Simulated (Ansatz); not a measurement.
**Ir: how the free axis answers a strain**

Ir, Fm-3m, a = 3.830 Å. Ansatz: PBEsol, PAW, 420 eV, Γ-centred 20×20×14 mesh on 2 atoms, Gaussian smearing 0.10 eV; no spin polarisation. Series: biaxial strain in the a-b plane, c and atoms relaxed; x is the strain in per cent. The axes a, b, c are those of the computed cell (2.708, 2.708, 3.830 Å), along [1 1 0], [-1 1 0], [0 0 1] of the cell named above. y is the change of c in per cent of 3.830 Å.

| x (%) | y (%) |
| --- | --- |
| -3.0 | ? |
| -2.0 | 1.63 |
| -1.0 | 0.81 |
| 0.0 | 0.00 |
| 1.0 | -0.76 |
| 2.0 | -1.54 |
| 3.0 | -2.31 |

Q: Fit y = c1 x + c2 x² to the other rows, say what c1 measures, and predict the missing y.

A: Least squares on the rows shown. y = −0.7942 x + 0.009245 x². With no stress along c, c1 = −2C12/C11 = -0.794. At x = -3.0 the fit asked for gives 2.47 %. The run gave 2.50 %, so the fit is 0.03 % too low, a small miss on the scale of the series.

Spin–orbit coupling is left out, which can shift energies with elements as heavy as these.